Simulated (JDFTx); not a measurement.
# Si2Ni (Fm-3m) in JDFTx: equation of state

Aim: energy against volume of Si2Ni in PBEsol, for its equilibrium volume and stiffness.

All numbers are computed with JDFTx 1.7.0 (patched build); they aren't measurements. Logs are shortened: lines on timing, memory, paths and dates and some standing lists are left out, and cuts for length are marked. The log counts tension as positive stress, the text compression.

**1. Starting point**

The structure is cubic, space group Fm-3m (No. 225). The conventional cell has a = 5.406 Å, b = 5.406 Å, c = 5.406 Å, α = 90.00°, β = 90.00°, γ = 90.00°. Ni (site symmetry m-3m) is surrounded by 8 Si at 2.34 Å. Si (site symmetry -43m) has 4 Ni at 2.34 Å as nearest neighbours.

**2. Equation of state, PBEsol, collinear spin, ferromagnetic start, 12.38 Å³/atom (volume scaled by 0.94)**

Contents of Si2Ni.in:

```
lattice \
    0.0000000000     5.0036569931     5.0036569931 \
    5.0036569931     0.0000000000     5.0036569931 \
    5.0036569931     5.0036569931     0.0000000000
coords-type Lattice
ion Ni     0.0000000000     0.0000000000     0.0000000000 1
ion Si     0.7500000000     0.7500000000     0.7500000000 1
ion Si     0.2500000000     0.2500000000     0.2500000000 1

ion-species pseudo/Ni.upf
ion-species pseudo/Si.upf
elec-cutoff 49 392
elec-ex-corr gga-PBEsol
kpoint-folding 9 9 9
elec-smearing Fermi 0.0018374661
elec-n-bands 20
spintype z-spin
initial-magnetic-moments Ni 1
elec-initial-magnetization 1 no
electronic-SCF nIterations 100 energyDiffThreshold 1e-09
electronic-minimize nIterations 30 energyDiffThreshold 1e-7
forces-output-coords Cartesian

dump-name run.$VAR
dump End Ecomponents EigStats BandEigs Kpoints Forces Stress
```

Potentials or basis: PseudoDojo-SR-PBEsol-0.4.1-standard with smoothed tails.

Run with:

```bash
$ jdftx -c 1 -i Si2Ni.in -o Si2Ni.out
```

The log of the run:

```text
*************** JDFTx 1.7.0 (patched build) ***************

Input parsed successfully to the following command list (including defaults):
[... the input with its defaults ...]

---------- Setting up symmetries ----------

Found 48 point-group symmetries of the bravais lattice
Found 48 space-group symmetries with basis
Applied RMS atom displacement 0 bohrs to make symmetries exact.

---------- Initializing the Grid ----------
R =
[            0      5.00366      5.00366  ]
[      5.00366            0      5.00366  ]
[      5.00366      5.00366            0  ]
unit cell volume = 250.549
G =
[  -0.627859   0.627859   0.627859  ]
[   0.627859  -0.627859   0.627859  ]
[   0.627859   0.627859  -0.627859  ]
Minimum fftbox size, Smin = [  64  64  64  ]
Chosen fftbox size, S = [  64  64  64  ]

---------- Initializing tighter grid for wavefunction operations ----------
R =
[            0      5.00366      5.00366  ]
[      5.00366            0      5.00366  ]
[      5.00366      5.00366            0  ]
unit cell volume = 250.549
G =
[  -0.627859   0.627859   0.627859  ]
[   0.627859  -0.627859   0.627859  ]
[   0.627859   0.627859  -0.627859  ]
Minimum fftbox size, Smin = [  48  48  48  ]
Chosen fftbox size, S = [  48  48  48  ]

---------- Exchange Correlation functional ----------
Initalized PBEsol GGA exchange.
Initalized PBEsol GGA correlation.

---------- Setting up pseudopotentials ----------
Width of ionic core gaussian charges (only for fluid interactions / plotting) set to 0

Reading pseudopotential file 'pseudo/Ni.upf':
  'Ni' pseudopotential, 'PBESOL' functional
  Generated using ONCVPSP code by D. R. Hamann
  18 valence electrons, 4 orbitals, 6 projectors, 1001 radial grid points, with lMax = 2
    3S    l: 0   occupation:  2.0   eigenvalue: -4.070998
    3P    l: 1   occupation:  6.0   eigenvalue: -2.618562
    3D    l: 2   occupation:  8.0   eigenvalue: -0.327098
    4S    l: 0   occupation:  2.0   eigenvalue: -0.208097
  Core radius for overlap checks: 1.60 bohrs.

Reading pseudopotential file 'pseudo/Si.upf':
  'Si' pseudopotential, 'PBESOL' functional
  Generated using ONCVPSP code by D. R. Hamann
[... 33 lines left out ...]
LCAOMinimize: 	Wrong curvature in test step, increasing alphaT to 1.143208e-01.
[... 70 lines of inner loops ...]
LCAOMinimize: 	Predicted alpha/alphaT>3.000000, increasing alphaT to 1.723618e-01.
	FillingsUpdate:  mu: +0.523281348  nElectrons: 26.000000  magneticMoment: [ Abs: 0.05641  Tot: +0.04750 ]
LCAOMinimize: Iter:  30  F: -171.7545086478629344  |grad|_K:  6.399e-03  alpha:  3.361e-01  linmin:  2.799e-01  cgtest: -7.042e-01
LCAOMinimize: None of the convergence criteria satisfied after 30 iterations.

-------- Electronic minimization -----------
Will mix electronic density at each iteration.
	FillingsUpdate:  mu: +0.523281348  nElectrons: 26.000000  magneticMoment: [ Abs: 0.05641  Tot: +0.04750 ]
	FillingsUpdate:  mu: +0.488409785  nElectrons: 26.000000  magneticMoment: [ Abs: 0.05641  Tot: +0.04750 ]
SCF: Cycle:  0   F: -171.331038459063990   dF: +4.235e-01   |Residual|: 6.297e-01   |deigs|: 1.921e-01
	FillingsUpdate:  mu: +0.587975737  nElectrons: 26.000000  magneticMoment: [ Abs: 0.01743  Tot: +0.00651 ]
SCF: Cycle:  1   F: -170.814058683683385   dF: +5.170e-01   |Residual|: 9.522e-01   |deigs|: 2.154e-01
	FillingsUpdate:  mu: +0.523224682  nElectrons: 26.000000  magneticMoment: [ Abs: 0.01048  Tot: +0.00402 ]
SCF: Cycle:  2   F: -172.040705051277996   dF: -1.227e+00   |Residual|: 1.070e-01   |deigs|: 1.132e-01
	FillingsUpdate:  mu: +0.543827057  nElectrons: 26.000000  magneticMoment: [ Abs: 0.00592  Tot: -0.00294 ]
SCF: Cycle:  3   F: -172.017767923575491   dF: +2.294e-02   |Residual|: 1.633e-01   |deigs|: 3.372e-02
	FillingsUpdate:  mu: +0.532976981  nElectrons: 26.000000  magneticMoment: [ Abs: 0.00165  Tot: -0.00056 ]
SCF: Cycle:  4   F: -172.060323046307701   dF: -4.256e-02   |Residual|: 2.655e-02   |deigs|: 1.599e-02
	FillingsUpdate:  mu: +0.533444152  nElectrons: 26.000000  magneticMoment: [ Abs: 0.00226  Tot: -0.00084 ]
SCF: Cycle:  5   F: -172.060184313126911   dF: +1.387e-04   |Residual|: 2.430e-02   |deigs|: 1.333e-03
	FillingsUpdate:  mu: +0.531660034  nElectrons: 26.000000  magneticMoment: [ Abs: 0.00076  Tot: +0.00013 ]
SCF: Cycle:  6   F: -172.061319060578313   dF: -1.135e-03   |Residual|: 1.923e-03   |deigs|: 3.144e-03
	FillingsUpdate:  mu: +0.531635230  nElectrons: 26.000000  magneticMoment: [ Abs: 0.00043  Tot: +0.00001 ]
SCF: Cycle:  7   F: -172.061314517976797   dF: +4.543e-06   |Residual|: 2.497e-03   |deigs|: 1.845e-04
[... 5 lines left out ...]
SCF: Cycle: 10   F: -172.061327134124923   dF: -1.333e-07   |Residual|: 1.034e-04   |deigs|: 6.433e-05
	FillingsUpdate:  mu: +0.531884988  nElectrons: 26.000000  magneticMoment: [ Abs: 0.00003  Tot: -0.00000 ]
SCF: Cycle: 11   F: -172.061327175577617   dF: -4.145e-08   |Residual|: 2.129e-05   |deigs|: 3.902e-05
	FillingsUpdate:  mu: +0.531882451  nElectrons: 26.000000  magneticMoment: [ Abs: 0.00002  Tot: -0.00000 ]
SCF: Cycle: 12   F: -172.061327189483762   dF: -1.391e-08   |Residual|: 3.928e-05   |deigs|: 3.587e-05
	FillingsUpdate:  mu: +0.531883319  nElectrons: 26.000000  magneticMoment: [ Abs: 0.00002  Tot: -0.00000 ]
SCF: Cycle: 13   F: -172.061327194562239   dF: -5.078e-09   |Residual|: 3.528e-05   |deigs|: 2.881e-05
	FillingsUpdate:  mu: +0.531883042  nElectrons: 26.000000  magneticMoment: [ Abs: 0.00002  Tot: -0.00000 ]
SCF: Cycle: 14   F: -172.061327195059960   dF: -4.977e-10   |Residual|: 4.794e-05   |deigs|: 4.287e-05
	FillingsUpdate:  mu: +0.531884867  nElectrons: 26.000000  magneticMoment: [ Abs: 0.00001  Tot: -0.00000 ]
SCF: Cycle: 15   F: -172.061327197341853   dF: -2.282e-09   |Residual|: 1.525e-05   |deigs|: 4.439e-05
	FillingsUpdate:  mu: +0.531885008  nElectrons: 26.000000  magneticMoment: [ Abs: 0.00001  Tot: -0.00000 ]
SCF: Cycle: 16   F: -172.061327197467477   dF: -1.256e-10   |Residual|: 1.251e-05   |deigs|: 1.430e-05
	FillingsUpdate:  mu: +0.531885151  nElectrons: 26.000000  magneticMoment: [ Abs: 0.00001  Tot: -0.00000 ]
SCF: Cycle: 17   F: -172.061327197543221   dF: -7.574e-11   |Residual|: 9.934e-06   |deigs|: 9.069e-06
SCF: Converged (|Delta E|<1.000000e-09 for 2 iters).

Setting wave functions to eigenvectors of Hamiltonian

# Stress tensor in Cartesian coordinates [Eh/a0^3]:
[ -0.000326595            0            0  ]
[            0 -0.000326595            0  ]
[            0            0 -0.000326595  ]

# Ionic positions in lattice coordinates:
ion Ni   0.000000000000000   0.000000000000000   0.000000000000000 1
ion Si   0.750000000000000   0.750000000000000   0.750000000000000 1
ion Si   0.250000000000000   0.250000000000000   0.250000000000000 1

# Forces in Cartesian coordinates:
force Ni   0.000000000000000  -0.000000000000000  -0.000000000000000 1
force Si   0.000000000000000  -0.000000000000000   0.000000000000000 1
force Si  -0.000000000000000   0.000000000000000   0.000000000000000 1

# Energy components:
   Eewald =      -94.8326350449833058
       EH =       70.5747542096790426
     Eloc =     -184.2561750484432537
      Enl =      -25.1803817693916336
      Exc =      -24.4935974734505066
 Exc_core =        4.1004719831802232
       KE =       82.0265769448636348
-------------------------------------
     Etot =     -172.0609861985457769
       TS =        0.0003409989974530
-------------------------------------
        F =     -172.0613271975432212

IonicMinimize: Iter:   0  F: -172.061327197543221  |grad|_K:       -nan
IonicMinimize: None of the convergence criteria satisfied after 0 iterations.

#--- Lowdin population analysis ---
# oxidation-state Ni +0.567
# magnetic-moments Ni -0.000
# oxidation-state Si -0.099 -0.099
# magnetic-moments Si +0.000 +0.000

Dumping 'run.eigStats' ...
	eMin: -3.315278 at state 35 ( [ +0.000000 +0.000000 +0.000000 ] spin -1 )
	HOMO: +0.529945 at state 37 ( [ +0.000000 +0.000000 +0.222222 ] spin -1 )
	mu  : +0.531885
	LUMO: +0.533327 at state 49 ( [ +0.000000 +0.222222 +0.333333 ] spin -1 )
	eMax: +0.957548 at state 20 ( [ +0.000000 +0.333333 +0.444444 ] spin 1 )
	HOMO-LUMO gap: +0.003382
	Optical gap  : +0.030958 at state 41 ( [ +0.000000 +0.111111 +0.222222 ] spin -1 )
Done!
```

Run time: 4.7 min. Hardware: 1 thread of Intel Xeon 6975P-C (Granite Rapids), shared host; peak memory 0.4 GiB.

What came out:

| Property | Result |
| --- | --- |
| Free energy | -4682.0272 eV |
| Pressure | 9.6 GPa |
| Band gap on the k mesh | none (metal or under the smearing width) |
| Net moment | 0.00 μB per cell |
| Absolute moment | 0.00 μB per cell |

**3. Equation of state, PBEsol, collinear spin, ferromagnetic start, 12.64 Å³/atom (volume scaled by 0.96)**

Edit Si2Ni.in of step 2 so:

```diff
@@ -1,5 +1,5 @@
 lattice \
-    0.0000000000     5.0036569931     5.0036569931 \
-    5.0036569931     0.0000000000     5.0036569931 \
-    5.0036569931     5.0036569931     0.0000000000
+    0.0000000000     5.0388951751     5.0388951751 \
+    5.0388951751     0.0000000000     5.0388951751 \
+    5.0388951751     5.0388951751     0.0000000000
 coords-type Lattice
```

Potentials or basis: PseudoDojo-SR-PBEsol-0.4.1-standard with smoothed tails.

Run with:

```bash
$ jdftx -c 1 -i Si2Ni.in -o Si2Ni.out
```

Run time: 4.7 min. Hardware: 1 thread of Intel Xeon 6975P-C (Granite Rapids), shared host; peak memory 0.41 GiB.

The run converged. Its results:

- Free energy: -4682.0650 eV
- Pressure: 5.7 GPa
- Band gap on the k mesh: none (metal or under the smearing width)
- Net moment: 0.00 μB per cell
- Absolute moment: 0.00 μB per cell

**4. Equation of state, PBEsol, collinear spin, ferromagnetic start, 12.90 Å³/atom (volume scaled by 0.98)**

Edit Si2Ni.in of step 3 so:

```diff
@@ -1,5 +1,5 @@
 lattice \
-    0.0000000000     5.0388951751     5.0388951751 \
-    5.0388951751     0.0000000000     5.0388951751 \
-    5.0388951751     5.0388951751     0.0000000000
+    0.0000000000     5.0736472745     5.0736472745 \
+    5.0736472745     0.0000000000     5.0736472745 \
+    5.0736472745     5.0736472745     0.0000000000
 coords-type Lattice
```

Run with:

```bash
$ jdftx -c 1 -i Si2Ni.in -o Si2Ni.out
```

It took 5.5 min on 1 thread of Intel Xeon 6975P-C (Granite Rapids), shared host; peak memory 0.41 GiB.

It converged, with:

| Property | Result |
| --- | --- |
| Free energy | -4682.0845 eV |
| Pressure | 2.2 GPa |
| Band gap on the k mesh | none (metal or under the smearing width) |
| Net moment | 0.00 μB per cell |
| Absolute moment | 0.00 μB per cell |

**5. Equation of state, PBEsol, collinear spin, ferromagnetic start, 13.17 Å³/atom**

Edit Si2Ni.in of step 4 so:

```diff
@@ -1,5 +1,5 @@
 lattice \
-    0.0000000000     5.0736472745     5.0736472745 \
-    5.0736472745     0.0000000000     5.0736472745 \
-    5.0736472745     5.0736472745     0.0000000000
+    0.0000000000     5.1079297149     5.1079297149 \
+    5.1079297149     0.0000000000     5.1079297149 \
+    5.1079297149     5.1079297149     0.0000000000
 coords-type Lattice
```

Run with:

```bash
$ jdftx -c 1 -i Si2Ni.in -o Si2Ni.out
```

Run time: 6.3 min. Hardware: 1 thread of Intel Xeon 6975P-C (Granite Rapids), shared host; peak memory 0.42 GiB.

It converged, with:

- Free energy: -4682.0876 eV
- Pressure: -1.0 GPa
- Band gap on the k mesh: none (metal or under the smearing width)
- Net moment: 0.00 μB per cell
- Absolute moment: 0.00 μB per cell

**6. Equation of state, PBEsol, collinear spin, ferromagnetic start, 13.43 Å³/atom (volume scaled by 1.02)**

Edit Si2Ni.in of step 5 so:

```diff
@@ -1,5 +1,5 @@
 lattice \
-    0.0000000000     5.1079297149     5.1079297149 \
-    5.1079297149     0.0000000000     5.1079297149 \
-    5.1079297149     5.1079297149     0.0000000000
+    0.0000000000     5.1417580497     5.1417580497 \
+    5.1417580497     0.0000000000     5.1417580497 \
+    5.1417580497     5.1417580497     0.0000000000
 coords-type Lattice
```

Potentials or basis: PseudoDojo-SR-PBEsol-0.4.1-standard with smoothed tails.

Run with:

```bash
$ jdftx -c 1 -i Si2Ni.in -o Si2Ni.out
```

It took 6.9 min on 1 thread of Intel Xeon 6975P-C (Granite Rapids), shared host; peak memory 0.41 GiB.

It converged, with:

```
Free energy            : -4682.0757 eV
Pressure               : -3.9 GPa
Band gap on the k mesh : none (metal or under the smearing width)
Net moment             : 0.00 μB per cell
Absolute moment        : 0.00 μB per cell
```

**7. Equation of state, PBEsol, collinear spin, ferromagnetic start, 13.69 Å³/atom (volume scaled by 1.04)**

Edit Si2Ni.in of step 6 so:

```diff
@@ -1,5 +1,5 @@
 lattice \
-    0.0000000000     5.1417580497     5.1417580497 \
-    5.1417580497     0.0000000000     5.1417580497 \
-    5.1417580497     5.1417580497     0.0000000000
+    0.0000000000     5.1751470246     5.1751470246 \
+    5.1751470246     0.0000000000     5.1751470246 \
+    5.1751470246     5.1751470246     0.0000000000
 coords-type Lattice
```

Run with:

```bash
$ jdftx -c 1 -i Si2Ni.in -o Si2Ni.out
```

It took 6.3 min on 1 thread of Intel Xeon 6975P-C (Granite Rapids), shared host; peak memory 0.44 GiB.

The run converged. Its results:

```
Free energy            : -4682.0502 eV
Pressure               : -6.5 GPa
Band gap on the k mesh : none (metal or under the smearing width)
Net moment             : 0.00 μB per cell
Absolute moment        : 0.00 μB per cell
```

**8. Equation of state, PBEsol, collinear spin, ferromagnetic start, 13.96 Å³/atom (volume scaled by 1.06)**

Edit Si2Ni.in of step 7 so:

```diff
@@ -1,5 +1,5 @@
 lattice \
-    0.0000000000     5.1751470246     5.1751470246 \
-    5.1751470246     0.0000000000     5.1751470246 \
-    5.1751470246     5.1751470246     0.0000000000
+    0.0000000000     5.2081106333     5.2081106333 \
+    5.2081106333     0.0000000000     5.2081106333 \
+    5.2081106333     5.2081106333     0.0000000000
 coords-type Lattice
```

Potentials or basis: PseudoDojo-SR-PBEsol-0.4.1-standard with smoothed tails.

Run with:

```bash
$ jdftx -c 1 -i Si2Ni.in -o Si2Ni.out
```

The log of the run:

```text
*************** JDFTx 1.7.0 (patched build) ***************

Input parsed successfully to the following command list (including defaults):
[... the input with its defaults ...]

---------- Setting up symmetries ----------

Found 48 point-group symmetries of the bravais lattice
Found 48 space-group symmetries with basis
Applied RMS atom displacement 0 bohrs to make symmetries exact.

---------- Initializing the Grid ----------
R =
[            0      5.20811      5.20811  ]
[      5.20811            0      5.20811  ]
[      5.20811      5.20811            0  ]
unit cell volume = 282.534
G =
[  -0.603212   0.603212   0.603212  ]
[   0.603212  -0.603212   0.603212  ]
[   0.603212   0.603212  -0.603212  ]
Minimum fftbox size, Smin = [  68  68  68  ]
Chosen fftbox size, S = [  70  70  70  ]

---------- Initializing tighter grid for wavefunction operations ----------
R =
[            0      5.20811      5.20811  ]
[      5.20811            0      5.20811  ]
[      5.20811      5.20811            0  ]
unit cell volume = 282.534
G =
[  -0.603212   0.603212   0.603212  ]
[   0.603212  -0.603212   0.603212  ]
[   0.603212   0.603212  -0.603212  ]
Minimum fftbox size, Smin = [  48  48  48  ]
Chosen fftbox size, S = [  48  48  48  ]

---------- Exchange Correlation functional ----------
Initalized PBEsol GGA exchange.
Initalized PBEsol GGA correlation.

---------- Setting up pseudopotentials ----------
Width of ionic core gaussian charges (only for fluid interactions / plotting) set to 0

[... 97 lines left out ...]
SCF: Cycle: 20   F: -172.060780746988797   dF: -3.079e-09   |Residual|: 1.259e-05   |deigs|: 6.180e-05
	FillingsUpdate:  mu: +0.450712501  nElectrons: 26.000000  magneticMoment: [ Abs: 0.00000  Tot: +0.00000 ]
SCF: Cycle: 21   F: -172.060780748632055   dF: -1.643e-09   |Residual|: 4.282e-06   |deigs|: 5.787e-05
	FillingsUpdate:  mu: +0.450712100  nElectrons: 26.000000  magneticMoment: [ Abs: 0.00000  Tot: +0.00000 ]
SCF: Cycle: 22   F: -172.060780749276347   dF: -6.443e-10   |Residual|: 1.498e-06   |deigs|: 3.955e-05
	FillingsUpdate:  mu: +0.450711927  nElectrons: 26.000000  magneticMoment: [ Abs: 0.00000  Tot: +0.00000 ]
SCF: Cycle: 23   F: -172.060780749523019   dF: -2.467e-10   |Residual|: 6.027e-07   |deigs|: 2.778e-05
SCF: Converged (|Delta E|<1.000000e-09 for 2 iters).

Setting wave functions to eigenvectors of Hamiltonian

# Stress tensor in Cartesian coordinates [Eh/a0^3]:
[  0.000301324            0            0  ]
[            0  0.000301324            0  ]
[            0            0  0.000301324  ]

# Ionic positions in lattice coordinates:
ion Ni   0.000000000000000   0.000000000000000   0.000000000000000 1
ion Si   0.750000000000000   0.750000000000000   0.750000000000000 1
ion Si   0.250000000000000   0.250000000000000   0.250000000000000 1

# Forces in Cartesian coordinates:
force Ni   0.000000000000000  -0.000000000000000   0.000000000000000 1
force Si  -0.000000000000000   0.000000000000000  -0.000000000000000 1
force Si   0.000000000000000   0.000000000000000  -0.000000000000000 1

# Energy components:
   Eewald =      -91.1098113935915990
       EH =       72.7989095219215727
     Eloc =     -190.0392263803563253
      Enl =      -25.2587866532720327
      Exc =      -24.3640001961761143
 Exc_core =        4.1004717558353310
       KE =       81.8118504224319594
-------------------------------------
     Etot =     -172.0605929232072526
       TS =        0.0001878263157765
-------------------------------------
        F =     -172.0607807495230190

IonicMinimize: Iter:   0  F: -172.060780749523019  |grad|_K:  3.368e-36
IonicMinimize: Converged (|grad|_K<1.000000e-04).

#--- Lowdin population analysis ---
# oxidation-state Ni +0.568
# magnetic-moments Ni +0.000
# oxidation-state Si -0.118 -0.118
# magnetic-moments Si -0.000 -0.000

Dumping 'run.eigStats' ...
	eMin: -3.374266 at state 0 ( [ +0.000000 +0.000000 +0.000000 ] spin 1 )
	HOMO: +0.446690 at state 49 ( [ +0.000000 +0.222222 +0.333333 ] spin -1 )
	mu  : +0.450712
	LUMO: +0.453644 at state 32 ( [ +0.111111 +0.444444 -0.444444 ] spin 1 )
	eMax: +0.860225 at state 23 ( [ +0.000000 +0.444444 +0.444444 ] spin 1 )
	HOMO-LUMO gap: +0.006954
	Optical gap  : +0.029145 at state 40 ( [ +0.000000 +0.111111 +0.111111 ] spin -1 )
Done!
[note: the HOMO, LUMO and gaps printed at the end count levels as full or empty at half filling, so they show a gap where a level is partly filled]
```

Run time: 6.1 min. Hardware: 1 thread of Intel Xeon 6975P-C (Granite Rapids), shared host; peak memory 0.44 GiB.

What came out:

```yaml
Free_energy: -4682.0124 eV
Pressure: -8.9 GPa
Band_gap_on_the_k_mesh: none (metal or under the smearing width)
Net_moment: 0.00 μB per cell
Absolute_moment: 0.00 μB per cell
```

**9. Equation of state, PBEsol, collinear spin, ferromagnetic start**

Potentials or basis: PseudoDojo-SR-PBEsol-0.4.1-standard with smoothed tails.

No new run: the results of the series are fitted here.

What came out:

```
Equilibrium volume                      : 13.09 Å³/atom
Bulk modulus                            : 155 GPa
Pressure derivative of the bulk modulus : 3.8
```

Energy against volume, from the lowest point:
| volume (Å³/atom) | energy (meV/atom) |
| --- | --- |
| 12.376 | 20.13 |
| 12.639 | 7.56 |
| 12.902 | 1.03 |
| 13.166 | 0.00 |
| 13.429 | 3.96 |
| 13.692 | 12.47 |
| 13.956 | 25.09 |
